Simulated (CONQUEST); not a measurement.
Crystal: Ta.

```xyz
2
Lattice="3.3026 0.0000 0.0000 0.0000 3.3026 0.0000 0.0000 0.0000 3.3026" Properties=species:S:1:pos:R:3 pbc="T T T"
Ta    0.0000    0.0000    0.0000
Ta    1.6513    1.6513    1.6513
```

```yaml
Program: CONQUEST 1.3
Task: single point
Functional: PBE
Potentials_or_basis: PseudoDojo NC PBE, DZP, grid cutoff 120 Ha
k_mesh: 8 × 8 × 8
Occupations: fermi-dirac, width 0.05 eV
Spin: no spin polarisation
```

On this cell: pressure 4.3 GPa; largest force zero by symmetry; band gap on the k mesh none (metal or under the smearing width).

The same run follows on a disturbed copy (atoms of the box moved at random, drawn with an rms of 0.05 Å):

```
Ta
1.0
     3.30256    0.00000    0.00000
     0.00000    3.30256    0.00000
     0.00000    0.00000    3.30256
Ta
2
Cartesian
  -0.0120 -0.0524 -0.0467
  1.6615 1.6116 1.6665
```

Problem. What changes?

Solution. The energy (extrapolated to zero smearing) moves by +11.0 meV/atom; pressure 4.0 GPa; largest force 0.702 eV/Å; band gap on the k mesh none (metal or under the smearing width).

Forces in eV/Å, atoms in the order of the input:
```
Ta   0.222  0.130  0.646
Ta  -0.232 -0.135 -0.649
```

Stress tensor (GPa, compression positive):
```
4.42 0.03 0.07
0.03 3.93 0.05
0.07 0.05 3.73
```

Caveats: the basis of atomic orbitals isn't converged, which shifts pressures, moduli and gaps; the box holds several primitive cells, so bands are folded and the points are those of the box's own zone (some runs).
